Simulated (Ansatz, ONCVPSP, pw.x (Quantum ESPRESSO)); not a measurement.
## pw.x on fcc O: one setting changed

Potential: optimised norm-conserving Vanderbilt (ONCV), ONCVPSP 4.0.1.1 (patched build), PBE; core [He], reference 2s2 2p4; waves: 2s: rc 0.65 bohr, ncon 3, nbas 6, qcut 10.2 1/bohr, local; 2p: rc 1.40 bohr, ncon 5, nbas 8, qcut 9.1 1/bohr, 2 projectors, debl 3.5 Ha; local part: the s channel; core correction: Teter function fitted to the true core (icmod 2), fcfact 0.65.

The reference run (k-mesh 18³, cutoffs 130/520 Ry, Fermi–Dirac 0.01 Ry, mixing_beta 0.4, conv_thr 1e-9, no spin) gives 0.34 GPa at 8.041 Å³/atom, where all-electron LAPW gives 0.14 GPa. This run, with its own iteration cap, changes smearing to mp.

```
&control
  calculation='scf', prefix='x', pseudo_dir='./', outdir='./tmp', tstress=.true., disk_io='none'
/
&system
  ibrav=0, nat=1, ntyp=1, ecutwfc=130, ecutrho=520, nbnd=10,
  occupations='smearing', smearing='mp', degauss=0.01
/
&electrons
  conv_thr=1e-09, mixing_beta=0.4, electron_maxstep=60
/
ATOMIC_SPECIES
O 1.0 O.UPF
CELL_PARAMETERS angstrom
  0.00000000 1.59010824 1.59010824
  1.59010824 0.00000000 1.59010824
  1.59010824 1.59010824 0.00000000
ATOMIC_POSITIONS crystal
O 0.0000 0.0000 0.0000
K_POINTS automatic
18 18 18 0 0 0
```

```bash
pw.x < O.scf.in > O.scf.out
```

Q: How does the run end?

A: It converges in 6 iterations; the free energy moves by +36.8 meV/atom and the pressure by -1.13 GPa. This scheme is built to cancel the term in the square of the width that Fermi–Dirac smearing leaves in the F of a metal.

```
Message from routine setup:
     using ibrav=0 with symmetry is DISCOURAGED, use correct ibrav instead
     lattice parameter (alat)  =       4.2495  a.u.
     unit-cell volume          =      54.2634 (a.u.)^3
     number of electrons       =         6.00
     number of Kohn-Sham states=           10
     kinetic-energy cutoff     =     130.0000  Ry
     charge density cutoff     =     520.0000  Ry
     scf convergence threshold =      1.0E-09
     Exchange-correlation= PBE
     number of k points=   195  Methfessel-Paxton smearing, width (Ry)=  0.0100
     iteration #  1     ecut=   130.00 Ry     beta= 0.40
     total energy              =     -33.47294381 Ry
     estimated scf accuracy    <       0.00027607 Ry
     iteration #  2     ecut=   130.00 Ry     beta= 0.40
     total energy              =     -33.47296730 Ry
     estimated scf accuracy    <       0.00003413 Ry
     iteration #  3     ecut=   130.00 Ry     beta= 0.40
     total energy              =     -33.47297741 Ry
     estimated scf accuracy    <       0.00000170 Ry
     iteration #  4     ecut=   130.00 Ry     beta= 0.40
     total energy              =     -33.47297779 Ry
     estimated scf accuracy    <       0.00000002 Ry
     iteration #  5     ecut=   130.00 Ry     beta= 0.40
     total energy              =     -33.47297779 Ry
     estimated scf accuracy    <          1.9E-09 Ry
     iteration #  6     ecut=   130.00 Ry     beta= 0.40
     the Fermi energy is     4.7937 ev
!    total energy              =     -33.47297779 Ry
     estimated scf accuracy    <          5.0E-12 Ry
     smearing contrib. (-TS)   =       0.00003044 Ry
     The total energy is F=E-TS. E is the sum of the following terms:
     one-electron contribution =      -2.31879026 Ry
     hartree contribution      =       4.92969556 Ry
     xc contribution           =      -8.61931688 Ry
     ewald contribution        =     -27.46459665 Ry
     convergence has been achieved in   6 iterations
          total   stress  (Ry/bohr**3)                   (kbar)     P=       -7.90
     Message from routine punch:
     Nothing written, as per user request (disk_io='none')
```

The run took about 21 s on one core of a shared host (AMD EPYC 7R43 64-Core Processor, 256 threads, 1004 GiB, load 63).
